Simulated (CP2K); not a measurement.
# GaN (P6_3mc) in CP2K: further runs

Aim: see how the results for GaN move with the level of theory and the settings. Levels: PBE, LDA, PBEsol, RPBE. Tasks: band structure.

Everything below comes from runs of CP2K 2026.2. Logs are shortened: lines on timing, memory, paths and dates and some standing lists are left out, and cuts for length are marked.

**What was measured.**

From “Studying electronic properties in GaN without electrical contacts using γ-γ vs e−-γ Perturbed Angular Correlations”, 2019, pmc:6823545, for a bulk crystal of GaN: band gap 3.503 ± 0.005 eV (direct).

The runs below are set against these values where they give the same quantity.

**1. The structure**

Symmetry: P6_3mc, No. 186, hexagonal system. Conventional cell: a = 3.180 Å, b = 3.180 Å, c = 5.166 Å, α = 90.00°, β = 90.00°, γ = 120.00°. Around Ga (site symmetry 3m) lie 4 N at 1.94 to 1.95 Å. N (site symmetry 3m) has 4 Ga at 1.94 to 1.95 Å as nearest neighbours.

**2. Band structure, PBE**

File gan_bands.inp:

```
&GLOBAL
  PROJECT gan_bands
  RUN_TYPE ENERGY_FORCE
  PRINT_LEVEL LOW
&END GLOBAL
&FORCE_EVAL
  METHOD QS
  STRESS_TENSOR ANALYTICAL
  &DFT
    BASIS_SET_FILE_NAME BASIS_MOLOPT_UZH
    POTENTIAL_FILE_NAME POTENTIAL_UZH
    &MGRID
      CUTOFF 450
      REL_CUTOFF 60
      NGRIDS 4
    &END MGRID
    &QS
      METHOD GPW
      EPS_DEFAULT 1.0E-10
    &END QS
    &KPOINTS
      SCHEME MONKHORST-PACK 10 10 5
      GAMMA_CENTERED T
      SYMMETRY T
      SYMMETRY_BACKEND SPGLIB
    &END KPOINTS
    &SCF
      SCF_GUESS ATOMIC
      EPS_SCF 1.0E-6
      MAX_SCF 100
      ADDED_MOS 14
      CHOLESKY OFF
      EPS_EIGVAL 1.0E-7
      &DIAGONALIZATION ON
        ALGORITHM STANDARD
      &END DIAGONALIZATION
      &MIXING ON
        METHOD BROYDEN_MIXING
        ALPHA 0.4
        BETA 1.5
        NBUFFER 8
      &END MIXING
      &SMEAR ON
        METHOD FERMI_DIRAC
        ELECTRONIC_TEMPERATURE 580.23
      &END SMEAR
    &END SCF
    &XC
      &XC_FUNCTIONAL
        &GGA_X_PBE
        &END GGA_X_PBE
        &GGA_C_PBE
        &END GGA_C_PBE
      &END XC_FUNCTIONAL
    &END XC
    &PRINT
      &KPOINTS ON
      &END KPOINTS
      &MULLIKEN ON
      &END MULLIKEN
      &MO ON
        ENERGIES T
        OCCUPATION_NUMBERS T
        &EACH
          QS_SCF 0
        &END EACH
        ADD_LAST NUMERIC
      &END MO
      &LOWDIN ON
      &END LOWDIN
      &HIRSHFELD ON
        SHAPE_FUNCTION DENSITY
      &END HIRSHFELD
      &BAND_STRUCTURE
        FILE_NAME bands.bs
        ADDED_MOS 2
        &KPOINT_SET
          UNITS B_VECTOR
          NPOINTS 8
          SPECIAL_POINT GAMMA 0.00000000 0.00000000 0.00000000
          SPECIAL_POINT M 0.50000000 0.00000000 0.00000000
          SPECIAL_POINT K 0.33333333 0.33333333 0.00000000
          SPECIAL_POINT GAMMA 0.00000000 0.00000000 0.00000000
          SPECIAL_POINT A 0.00000000 0.00000000 0.50000000
          SPECIAL_POINT L 0.50000000 0.00000000 0.50000000
          SPECIAL_POINT H 0.33333333 0.33333333 0.50000000
          SPECIAL_POINT A 0.00000000 0.00000000 0.50000000
        &END KPOINT_SET
        &KPOINT_SET
          UNITS B_VECTOR
          NPOINTS 8
          SPECIAL_POINT L 0.50000000 0.00000000 0.50000000
          SPECIAL_POINT M 0.50000000 0.00000000 0.00000000
        &END KPOINT_SET
        &KPOINT_SET
          UNITS B_VECTOR
          NPOINTS 8
          SPECIAL_POINT K 0.33333333 0.33333333 0.00000000
          SPECIAL_POINT H 0.33333333 0.33333333 0.50000000
        &END KPOINT_SET
      &END BAND_STRUCTURE
    &END PRINT
  &END DFT
  &SUBSYS
    &CELL
      ABC 3.1800000000 3.1800000000 5.1660000000
      ALPHA_BETA_GAMMA 90.0000000000 90.0000000000 120.0000000003
      PERIODIC XYZ
    &END CELL
    &COORD
      Ga  1.5900000002 0.9179869279 2.5830000000
      Ga  -0.0000000002 1.8359738561 0.0000000000
      N   1.5900000002 0.9179869279 4.5202500000
      N   -0.0000000002 1.8359738561 1.9372500000
    &END COORD
    &KIND Ga
      BASIS_SET TZVP-MOLOPT-PBE-GTH-q13
      POTENTIAL GTH-PBE-q13
    &END KIND
    &KIND N
      BASIS_SET TZVP-MOLOPT-PBE-GTH-q5
      POTENTIAL GTH-PBE-q5
    &END KIND
    &PRINT
      &ATOMIC_COORDINATES ON
      &END ATOMIC_COORDINATES
      &CELL ON
      &END CELL
      &SYMMETRY ON
      &END SYMMETRY
    &END PRINT
  &END SUBSYS
  &PRINT
    &FORCES ON
    &END FORCES
    &STRESS_TENSOR ON
    &END STRESS_TENSOR
  &END PRINT
&END FORCE_EVAL
```

Potentials or basis: POTENTIAL_UZH Ga GTH-PBE-q13, N GTH-PBE-q5; TZVP-MOLOPT-PBE-GTH basis.

On the command line:

```sh
OMP_NUM_THREADS=1 cp2k.psmp -i gan_bands.inp -o gan_bands.out
```

gan_bands.out:

```text

 CP2K| version string:                                       CP2K version 2026.2
 CP2K| Input file name                                             gan_bands.inp

 GLOBAL| Force Environment number                                              1
 GLOBAL| Basis set file name                                    BASIS_MOLOPT_UZH
 GLOBAL| Potential file name                                       POTENTIAL_UZH
 GLOBAL| MM Potential file name                                     MM_POTENTIAL
 GLOBAL| Coordinate file name                                      __STD_INPUT__
 GLOBAL| Method name                                                        CP2K
 GLOBAL| Project name                                                  gan_bands
 GLOBAL| Run type                                                   ENERGY_FORCE
 GLOBAL| FFT library                                                       FFTW3
[... 6 lines left out ...]
 GLOBAL| Total number of message passing processes                             1
 GLOBAL| Number of threads for this process                                    1
 GLOBAL| CPU model name                                                  UNKNOWN

 CELL| Volume [angstrom^3]:                                            45.241737
 CELL| Vector a [angstrom]:       3.180     0.000     0.000   |a| =     3.180000
 CELL| Vector b [angstrom]:      -1.590     2.754     0.000   |b| =     3.180000
 CELL| Vector c [angstrom]:       0.000     0.000     5.166   |c| =     5.166000
 CELL| Angle (b,c), alpha [degree]:                                    90.000000
 CELL| Angle (a,c), beta  [degree]:                                    90.000000
 CELL| Angle (a,b), gamma [degree]:                                   120.000000
 CELL| Numerically orthorhombic:                                              NO
 CELL| Periodicity                                                           XYZ

 CELL_REF| Volume [angstrom^3]:                                        45.241737
 CELL_REF| Vector a [angstrom     3.180     0.000     0.000   |a| =     3.180000
 CELL_REF| Vector b [angstrom    -1.590     2.754     0.000   |b| =     3.180000
 CELL_REF| Vector c [angstrom     0.000     0.000     5.166   |c| =     5.166000
 CELL_REF| Angle (b,c), alpha [degree]:                                90.000000
 CELL_REF| Angle (a,c), beta  [degree]:                                90.000000
 CELL_REF| Angle (a,b), gamma [degree]:                               120.000000
 CELL_REF| Numerically orthorhombic:                                          NO
 CELL_REF| Periodicity                                                       XYZ
[... 10 lines left out ...]

  Total number of            - Atomic kinds:                                   2
                             - Atoms:                                          4
                             - Shell sets:                                     4
                             - Shells:                                        34
                             - Primitive Cartesian functions:                 22
                             - Cartesian basis functions:                    116
                             - Spherical basis functions:                    102

  Maximum angular momentum of- Orbital basis functions:                        3
                             - Local part of the GTH pseudopotential:          2
                             - Non-local part of the GTH pseudopotential:      4

 MODULE QUICKSTEP: ATOMIC COORDINATES IN ANGSTROM

   Atom Kind Element         X             Y             Z       Z(eff)     Mass
      1    1 Ga   31      1.590000      0.917987      2.583000  13.0000  69.7230
      2    1 Ga   31     -0.000000      1.835974      0.000000  13.0000  69.7230
      3    2 N     7      1.590000      0.917987      4.520250   5.0000  14.0067
      4    2 N     7     -0.000000      1.835974      1.937250   5.0000  14.0067

 Crystal Symmetry Information
       International Symbol:                                              P6_3mc
       Point Group Symbol:                                                   6mm
       Schoenflies Symbol:                                                 C6v^4
       Number of Symmetry Operations:                                         12

 SCF PARAMETERS         Density guess:                                    ATOMIC
                        --------------------------------------------------------
                        max_scf:                                             100
[... 7 lines left out ...]
                        --------------------------------------------------------
                        level_shift [a.u.]:                             0.000000
                        added MOs                                        14    0
                        --------------------------------------------------------
                        Mixing method:                            BROYDEN_MIXING
[... 91 lines left out ...]
    14 Broy./Diag. 0.40E+00    6.5     0.00000261      -169.1593819946  2.26E-05
    15 Broy./Diag. 0.40E+00    6.4     0.00000314      -169.1593829667 -9.72E-07
    16 Broy./Diag. 0.40E+00    6.4     0.00000020      -169.1593815175  1.45E-06

  *** SCF run converged in    16 steps ***

  Electronic density on regular grids:        -35.9999999282        0.0000000718
  Core density on regular grids:               35.9999999976       -0.0000000024
  Total charge density on r-space grids:        0.0000000694
  Total charge density g-space grids:           0.0000000694

  Overlap energy of the core charge distribution:               0.00000001241056
  Self energy of the core charge distribution:               -244.28278541549662
  Core Hamiltonian energy:                                     73.36191001880700
  Hartree energy:                                              27.41656497530853
  Exchange-correlation energy:                                -25.65507110853624
  Electronic entropic energy:                                  -0.00000000000231
  Fermi energy:                                                 0.26216035259673

  Total energy:                                              -169.15938151750908
  Total energy (extrapolated to T->0):                       -169.15938151750791

 MO| EIGENVALUES AND OCCUPATION NUMBERS FOR K POINT 1
 MO|
 MO|  Index      Eigenvalue [a.u.]        Eigenvalue [eV]             Occupation
 MO|      1              -0.329170              -8.957176               2.000000
 MO|      2              -0.328049              -8.926664               2.000000
 MO|      3              -0.272013              -7.401848               2.000000
 MO|      4              -0.270988              -7.373956               2.000000
 MO|      5              -0.270785              -7.368442               2.000000
 MO|      6              -0.268225              -7.298786               2.000000
[... 531 lines left out ...]
 MO|     31               1.022698              27.829029               0.000000
 MO|     32               1.074745              29.245311               0.000000
 MO| Sum:                                                              36.000000
 MO| E(Fermi):            0.262160 a.u.          7.133746 eV
 MO| Band gap:            0.226500 a.u.          6.163380 eV

 [... the levels of further k-points ...]

 !-----------------------------------------------------------------------------!
                     Mulliken Population Analysis

 #  Atom  Element  Kind  Atomic population                           Net charge
       1     Ga       1         11.788693                              1.211307
       2     Ga       1         11.788721                              1.211279
       3     N        2          6.211287                             -1.211287
       4     N        2          6.211299                             -1.211299
 # Total charge                             36.000000                 -0.000000

 !-----------------------------------------------------------------------------!

 !-----------------------------------------------------------------------------!
                           Hirshfeld Charges

  #Atom  Element  Kind  Ref Charge     Population                    Net charge
      1       Ga     1      13.000         12.634                         0.366
      2       Ga     1      13.000         12.634                         0.366
      3       N      2       5.000          5.366                        -0.366
      4       N      2       5.000          5.366                        -0.366

  Total Charge                                                           -0.000
 !-----------------------------------------------------------------------------!

 LOWDIN POPULATION ANALYSIS

 #  Atom  Element  Kind  Atomic population                           Net charge
       1     Ga       1         13.724577                             -0.724577
       2     Ga       1         13.723524                             -0.723524
       3     N        2          4.276970                              0.723030
       4     N        2          4.274930                              0.725070
 # Total charge                             36.000000                 -0.000000

 KPOINTS| Band Structure Calculation
 KPOINTS| Number of k-point sets                                               3
 KPOINTS| Number of added MOs/bands                                            2
 KPOINTS| Number of k-points in set    1                                      57
 KPOINTS| In units of b-vector [2pi/Bohr]
 KPOINTS| Special point     1       GAMMA     0.000000     0.000000     0.000000
 KPOINTS| Special point     2           M     0.500000     0.000000     0.000000
 KPOINTS| Special point     3           K     0.333333     0.333333     0.000000
 KPOINTS| Special point     4       GAMMA     0.000000     0.000000     0.000000
 KPOINTS| Special point     5           A     0.000000     0.000000     0.500000
 KPOINTS| Special point     6           L     0.500000     0.000000     0.500000
 KPOINTS| Special point     7           H     0.333333     0.333333     0.500000
 KPOINTS| Special point     8           A     0.000000     0.000000     0.500000
 KPOINTS| Number of k-points in set    2                                       9
 KPOINTS| In units of b-vector [2pi/Bohr]
 KPOINTS| Special point     1           L     0.500000     0.000000     0.500000
 KPOINTS| Special point     2           M     0.500000     0.000000     0.000000
 KPOINTS| Number of k-points in set    3                                       9
 KPOINTS| In units of b-vector [2pi/Bohr]
 KPOINTS| Special point     1           K     0.333333     0.333333     0.000000
 KPOINTS| Special point     2           H     0.333333     0.333333     0.500000

 ENERGY| Total FORCE_EVAL ( QS ) energy [hartree]           -169.159381424196511

 FORCES| Atomic forces [hartree/bohr]
 FORCES|   Atom     x               y               z               |f|
 FORCES|      1  1.16386248E-05 -6.90764817E-06 -2.00727904E-03   2.00732467E-03
 FORCES|      2 -1.16386538E-05  6.90727262E-06 -2.00726228E-03   2.00730790E-03
 FORCES|      3  2.09588100E-05 -1.21524223E-05  2.53986681E-03   2.53998236E-03
 FORCES|      4 -2.09587731E-05  1.21527614E-05  2.53989332E-03   2.54000886E-03
 FORCES| Sum     7.92136454E-12 -3.64394030E-11  1.06521881E-03
 FORCES| Total atomic force                                       1.06521881E-03

 STRESS| Analytical stress tensor [bar]
 STRESS|                        x                   y                   z
 STRESS|      x        8.59700644519E+04  -4.60249215036E+02  -2.16409015525E-04
 STRESS|      y       -4.60249215036E+02   8.54388907976E+04  -1.25568548718E-02
 STRESS|      z       -2.16409015525E-04  -1.25568548718E-02   1.09408259743E+05
 STRESS| 1/3 Trace                                             9.36057383309E+04
 STRESS| Determinant                                           8.03600945652E+14

 STRESS| Eigenvectors and eigenvalues of the analytical stress tensor [bar]
 STRESS|                        1                   2                   3
 STRESS| Eigenvalues   8.51730966854E+04   8.62358585641E+04   1.09408259743E+05
 STRESS|      x           0.500097512340      0.865969097688      0.000000001054
 STRESS|      y           0.865969097688     -0.500097512340     -0.000000523891
 STRESS|      z           0.000000453146     -0.000000262910      1.000000000000
```

Wall time 2 min (1 thread of Arm Neoverse V2, shared host); peak memory 0.5 GiB.

What came out:

- Free energy: -4603.0609 eV
- Pressure: 9.4 GPa
- Band gap on the k mesh: 1.94 eV, direct
- Band gap along the path: 1.94 eV, direct
- Mulliken charges: Ga +1.21; N -1.21 e
- Hirshfeld charges: Ga +0.37; N -0.37 e

Stress tensor (GPa, compression positive):
```
 8.60 -0.05  0.00
-0.05  8.54  0.00
 0.00  0.00 10.94
```

Levels at the corners of the path, in eV from the valence-band top:
| point | band 14 | band 15 | band 16 | band 17 | band 18 | band 19 | band 20 | band 21 | band 22 | band 23 |
| --- | --- | --- | --- | --- | --- | --- | --- | --- | --- | --- |
| Γ | -1.09 | -1.09 | -0.06 | 0.00 | 0.00 | 1.94 | 4.26 | 9.26 | 9.88 | 9.88 |
| M | -5.35 | -4.33 | -2.83 | -2.30 | -1.01 | 5.09 | 5.59 | 6.09 | 8.65 | 10.42 |
| K | -5.42 | -5.40 | -3.09 | -3.09 | -2.75 | 5.16 | 7.84 | 7.84 | 8.49 | 9.99 |
| Γ | -1.09 | -1.09 | -0.06 | 0.00 | 0.00 | 1.94 | 4.26 | 9.26 | 9.88 | 9.88 |
| A | -3.91 | -0.56 | -0.56 | -0.56 | -0.56 | 4.25 | 4.25 | 8.54 | 8.54 | 10.43 |
| L | -6.70 | -2.00 | -2.00 | -1.96 | -1.96 | 4.42 | 4.42 | 7.86 | 7.86 | 10.04 |
| H | -6.26 | -4.28 | -4.28 | -1.54 | -1.54 | 6.49 | 6.49 | 7.37 | 7.37 | 9.08 |
| A | -3.91 | -0.56 | -0.56 | -0.56 | -0.56 | 4.25 | 4.25 | 8.54 | 8.54 | 10.43 |
| L | -6.70 | -2.00 | -2.00 | -1.96 | -1.96 | 4.42 | 4.42 | 7.86 | 7.86 | 10.04 |
| M | -5.35 | -4.33 | -2.83 | -2.30 | -1.01 | 5.09 | 5.59 | 6.09 | 8.65 | 10.42 |
| K | -5.42 | -5.40 | -3.09 | -3.09 | -2.75 | 5.16 | 7.84 | 7.84 | 8.49 | 9.99 |
| H | -6.26 | -4.28 | -4.28 | -1.54 | -1.54 | 6.49 | 6.49 | 7.37 | 7.37 | 9.08 |

Caveat: Mulliken charges move with the basis; the basis of atomic orbitals isn't converged, which shifts pressures, moduli and gaps.

(Part 1 of 2 ends here.)
